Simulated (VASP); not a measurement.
# BeS (F-43m) in VASP: single point with PBEsol

Aim: the single point of BeS with PBEsol.

Everything below comes from runs of VASP 6.6.1. Logs are shortened: lines on timing, memory, paths and dates and some standing lists are left out, and cuts for length are marked.

**1. The structure**

The structure is cubic, space group F-43m (No. 216). The conventional cell has a = 4.850 Å, b = 4.850 Å, c = 4.850 Å, α = 90.00°, β = 90.00°, γ = 90.00°. Be (site symmetry -43m) is surrounded by 4 S at 2.10 Å. S (site symmetry -43m) is surrounded by 4 Be at 2.10 Å.

**2. Single point, PBEsol**

Contents of INCAR:

```
PREC     = Accurate       # precision mode
ENCUT    = 520            # plane-wave cutoff, eV
EDIFF    = 1E-6           # SCF threshold, eV
ISMEAR   = 0              # smearing method
SIGMA    = 0.1            # smearing width, eV
LREAL    = False          # projectors in reciprocal space
LASPH    = True           # aspherical terms in the spheres
NELM     = 80             # most SCF steps
ALGO     = Normal         # electronic algorithm
ISIF     = 2              # what is computed and relaxed
LWAVE    = False          # write WAVECAR
LCHARG   = False          # write CHGCAR
GGA      = PS             # functional
NBANDS   = 11             # bands
```

Contents of KPOINTS:

```
regular mesh
0
Gamma
  6 6 6
```

Contents of POSCAR:

```
BeS
1.0
    0.0000000000      2.4250000000      2.4250000000
    2.4250000000      0.0000000000      2.4250000000
    2.4250000000      2.4250000000      0.0000000000
Be S
1 1
Direct
    0.0000000000      0.0000000000      0.0000000000
    0.7500000000      0.7500000000      0.7500000000
```

Potentials or basis: VASP PAW PBE potentials, release 64 (Be, S).

On the command line:

```
$ cat potpaw_PBE.64/Be/POTCAR potpaw_PBE.64/S/POTCAR > POTCAR
$ mpirun -np 1 vasp_std > vasp.out
```

OUTCAR:

```text
PREC = Accurate
   ENCUT = 520
   EDIFF = 1E-6
   ISMEAR = 0
   LREAL = False
   LASPH = True
   NELM = 80
   ISIF = 2
   GGA = PS

 ion  position               nearest neighbor table
   1  0.000  0.000  0.000-   2 2.10   2 2.10   2 2.10   2 2.10
   2  0.750  0.750  0.750-   1 2.10   1 2.10   1 2.10   1 2.10

  LATTYP: Found a face centered cubic cell.
 ALAT       =     4.8500000000

  Lattice vectors:

 A1 = (   0.0000000000,   2.4250000000,   2.4250000000)
 A2 = (   2.4250000000,   0.0000000000,   2.4250000000)
 A3 = (   2.4250000000,   2.4250000000,   0.0000000000)

Analysis of symmetry for initial positions (statically):
=====================================================================
 Subroutine PRICEL returns:
 Original cell was already a primitive cell.

 Routine SETGRP: Setting up the symmetry group for a
 face centered cubic supercell.

 Subroutine GETGRP returns: Found 24 space group operations
 (whereof 24 operations were pure point group operations)
 out of a pool of 48 trial point group operations.

The static configuration has the point symmetry T_d .

Analysis of symmetry for dynamics (positions and initial velocities):
=====================================================================
 Subroutine PRICEL returns:
 Original cell was already a primitive cell.

 Routine SETGRP: Setting up the symmetry group for a
 face centered cubic supercell.

 Subroutine GETGRP returns: Found 24 space group operations
 (whereof 24 operations were pure point group operations)
 out of a pool of 48 trial point group operations.

The dynamic configuration has the point symmetry T_d .

 Subroutine INISYM returns: Found 24 space group operations
 (whereof 24 operations are pure point group operations),
 and found     1 'primitive' translations

----------------------------------------------------------------------------------------

                                     Primitive cell

  volume of cell :      28.5210

  direct lattice vectors                    reciprocal lattice vectors
     0.000000000  2.425000000  2.425000000    -0.206185567  0.206185567  0.206185567
     2.425000000  0.000000000  2.425000000     0.206185567 -0.206185567  0.206185567
     2.425000000  2.425000000  0.000000000     0.206185567  0.206185567 -0.206185567

  length of vectors
     3.429467889  3.429467889  3.429467889     0.357123878  0.357123878  0.357123878

[... 78 lines left out ...]
   ISYM   =      2    0-nonsym 1-usesym 2-fastsym
   POTIM  = 0.5000    time-step for ionic-motion
   TEBEG  =    0.0;   TEEND  =   0.0 temperature during run
   PSTRESS=    0.0 pullay stress
   NELECT =       8.0000    total number of electrons
   NUPDOWN=      -1.0000    fix difference up-down
   EMIN   =  10.00;   EMAX   =-10.00  energy-range for DOS
   EFERMI =   0.00;   METHOD = LEGACY
   ISMEAR =     0;   SIGMA  =   0.10  broadening in eV -4-tet -1-fermi 0-gaus
   EFERMI_NEDOS =   21; number of points for ismear=-14 and -15
   IALGO  =     38    algorithm
   IMIX   =      4    mixing-type and parameters
     AMIX     =   0.40;   BMIX     =  1.00
     AMIX_MAG =   1.60;   BMIX_MAG =  1.00
  volume/ion in A,a.u.               =      14.26        96.23
  Fermi-wavevector in a.u.,A,eV,Ry     =   1.071642  2.025110 15.625158  1.148417
  Thomas-Fermi vector in A             =   2.207388
   LORBIT       =      0    0 simple, 1 ext, 2 COOP (PROOUT), +10 PAW based schemes
   GGA     = PS    functional components
   LHFCALC =     F    Hartree Fock is set to
   AEXX    =    0.0000 exact exchange contribution
   IVDW    =     0    specifies the selected vdW correction
   LEPSILON=     F    determine dielectric tensor
   LRPA    =     F    only Hartree local field effects (RPA)
 non-spin polarized calculation
 Gauss-broadening in eV      SIGMA  =   0.10
  energy-cutoff  :      520.00
  volume of cell :       28.52
 maximum number of plane-waves:       778
 NGX is ok and might be reduce to    28
   NGX = 13   NGY = 13   NGZ = 13

 number of electron       7.9999999 magnetization

 Free energy of the ion-electron system (eV)
  ---------------------------------------------------
  ext. energy  EPLUGINS =         0.00000000
  ---------------------------------------------------
  free energy    TOTEN  =       -10.56095046 eV

  energy without entropy =      -10.56095046  energy(sigma->0) =      -10.56095046

 E-fermi :   4.5756     XC(G=0):  -9.9004

 val. band max:        4.1463281249   @ k =   0.0000   0.0000   0.0000
 cond. band min:       7.0728950201   @ k =   0.5000   0.5000   0.0000
 fundamental gap:      2.9265668952
 Fermi energy:         4.5756006191

 k-point     1 :       0.0000    0.0000    0.0000
  band No.  band energies     occupation
      1      -9.5716      2.00000
      2       4.1463      2.00000
      3       4.1463      2.00000
      4       4.1463      2.00000
      5       9.7550      0.00000
      6       9.7550      0.00000
      7       9.7550      0.00000
      8       9.8520      0.00000
      9      16.9399      0.00000
     10      16.9399      0.00000
     11      18.8207      0.00000
[... 197 lines left out ...]
 k-point    16 :      -0.3333    0.5000    0.1667
  band No.  band energies     occupation
      1      -7.3443      2.00000
      2      -0.4987      2.00000
      3       0.6807      2.00000
      4       0.8965      2.00000
      5       9.1434      0.00000
      6      10.7247      0.00000
      7      14.0812      0.00000
      8      14.5937      0.00000
      9      18.5135      0.00000
     10      18.6179      0.00000
     11      21.1478      0.00000

------------------------ aborting loop because EDIFF is reached ----------------------------------------

  FORCE on cell =-STRESS in cart. coord.  units (eV):
  Direction    XX          YY          ZZ          XY          YZ          ZX
  --------------------------------------------------------------------------------------
  -------------------------------------------------------------------------------------
  Total       -0.0911274     -0.0911274     -0.0911274      0.0000000      0.0000000      0.0000000
  in kB       -5.1191081     -5.1191081     -5.1191081      0.0000000      0.0000000      0.0000000
  external PRESSURE =      -5.1191081 kB  Pullay stress =       0.0000000 kB

 VOLUME and BASIS-vectors are now :
 -----------------------------------------------------------------------------
  energy-cutoff  :      520.00
  volume of cell :       28.52
      direct lattice vectors                 reciprocal lattice vectors
     0.000000000  2.425000000  2.425000000    -0.206185567  0.206185567  0.206185567
     2.425000000  0.000000000  2.425000000     0.206185567 -0.206185567  0.206185567
     2.425000000  2.425000000  0.000000000     0.206185567  0.206185567 -0.206185567

 POSITION                                       TOTAL-FORCE (eV/Angst)
 -----------------------------------------------------------------------------------
      0.00000      0.00000      0.00000        -0.000000     -0.000000     -0.000000
      3.63750      3.63750      3.63750         0.000000      0.000000      0.000000
 -----------------------------------------------------------------------------------
    total drift:                               -0.000000     -0.000000     -0.000000

  FREE ENERGIE OF THE ION-ELECTRON SYSTEM (eV)
  ---------------------------------------------------
  free  energy   TOTEN  =       -10.5609504628 eV

  energy  without entropy=      -10.5609504628  energy(sigma->0) =      -10.56095046
```

stdout:

```text
POSCAR found type information on POSCAR BeS
 POSCAR found :  2 types and       2 ions
 scaLAPACK will be used
 -----------------------------------------------------------------------------
|                                                                             |
|                                                                             |
|     You enforced a specific xc type in the INCAR file but a different       |
|     I HOPE YOU KNOW WHAT YOU ARE DOING!                                     |
|                                                                             |
 -----------------------------------------------------------------------------

 LDA part: xc-table for (Slater+PW92), standard interpolation
 POSCAR, INCAR and KPOINTS ok, starting setup
 FFT: planning ... GRIDC
 FFT: planning ... GRID_SOFT
 FFT: planning ... GRID
 WAVECAR not read
 entering main loop
```

It took 4.3 s on 1 thread of Intel Xeon 6975P-C (Granite Rapids), shared host; peak memory 0.14 GiB.

Results:

| Item | Value |
| --- | --- |
| Free energy | -10.5610 eV |
| Pressure | -0.5 GPa |
| Band gap on the k mesh | 2.93 eV, indirect (least direct gap 5.60 eV) |

Caveat: the PAW data sets were made with another functional, which shifts forces and pressure a little.
